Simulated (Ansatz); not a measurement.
**Bi2Se3: course of a relaxation**

All numbers below come from DFT PBE, scalar-relativistic, plane waves, PAW (Ansatz). Run with 420 eV cutoff, 6×6×6 k-mesh, Gaussian smearing of 0.02 eV, no spin polarisation.

What was changed: biaxial strain in the a-b plane, c and atoms relaxed: +2.0 %.

Spin–orbit coupling is left out, which can shift energies with elements as heavy as these.

Command:

```bash
ansatz run input.yaml --threads 1 --pin off --max-ram 2560MiB --backend cpu --events-out ev --progress --plain --runs-dir out
```

Input:

```yaml
crystal:
  lattice:
    - [2.136474189, 1.2334939481, 10.7147209639]
    - [-2.136474189, 1.2334939481, 10.7147209639]
    - [0.0, -2.3524128053, 10.7015309161]
  atoms:
    - { symbol: Bi, position: [0.3952545098, 0.3952545098, 0.3952545098] }
    - { symbol: Bi, position: [0.6047454902, 0.6047454902, 0.6047454902] }
    - { symbol: Se, position: [0.0, 0.0, 0.0] }
    - { symbol: Se, position: [0.2218479386, 0.2218479386, 0.2218479386] }
    - { symbol: Se, position: [0.7781520614, 0.7781520614, 0.7781520614] }
basis:
  ecutwfc: 420
kpoints:
  mp_grid: { grid: [6, 6, 6] }
hamiltonian:
  xc: pbe
scf:
  occupations: { method: gaussian, width: 0.02 }
output:
  forces: true
  stress: true
  eigenvalues: true
relax:
  adjacent_minimum: "off"
  f_tol: 0.008
  max_steps: 40
  cell: { stress_tol: 0.015, fix: [a, b, gamma] }
```

F is the free energy. Steps run on the plane waves of an earlier cell, but the last one, and at times one on the way, on a freshly chosen basis, so a repeated geometry can differ a little in energy. The held parts of the cell keep their stress, so P needn't end at zero.

Steps:

```tsv
step	F − F(1) (eV)	largest force component (eV/Å)	V (Å³/atom)	P (GPa)
1	0.0000	0.239	32.821	-1.32
2	0.0085	0.304	33.098	0.77
3	-0.0198	0.007	32.967	-0.44
4	-0.0199	0.001	32.952	-0.42
5	-0.0199	0.001	32.944	-0.41
6	-0.0200	0.007	32.913	-0.41
7	-0.0200	0.008	32.897	-0.41
8	-0.0201	0.008	32.852	-0.41
9	-0.0202	0.004	32.828	-0.41
10	-0.0202	0.004	32.828	-0.41
```

Relaxed structure:

```xyz
5
Lattice="2.1365 1.4016 10.6940 -2.1365 1.4016 10.6940 0.0000 -2.1994 10.6263" Properties=species:S:1:pos:R:3 pbc="T T T"
Bi    0.0000    0.1939   12.6120
Bi    0.0000    0.4098   19.4024
Se    0.0000    0.0000    0.0000
Se    0.0000    0.2209    7.1789
Se    0.0000    0.3829   24.8355
```

The structure is monoclinic, space group C2/m (No. 12). The conventional cell has a = 7.203 Å, b = 4.273 Å, c = 10.852 Å, α = 90.00°, β = 100.62°, γ = 90.00°. Bi (site symmetry m) is surrounded by 6 Se at 2.87 to 3.11 Å. Around Se (site symmetry 2/m) lie 6 Bi at 3.11 Å. Se (site symmetry m) is surrounded by 3 Bi at 2.87 to 2.89 Å.

The run converged. Time: 2.8 min on 1 thread of Intel(R) Xeon(R) 6975P-C (Granite Rapids) (shared host), peak memory 0.72 GiB.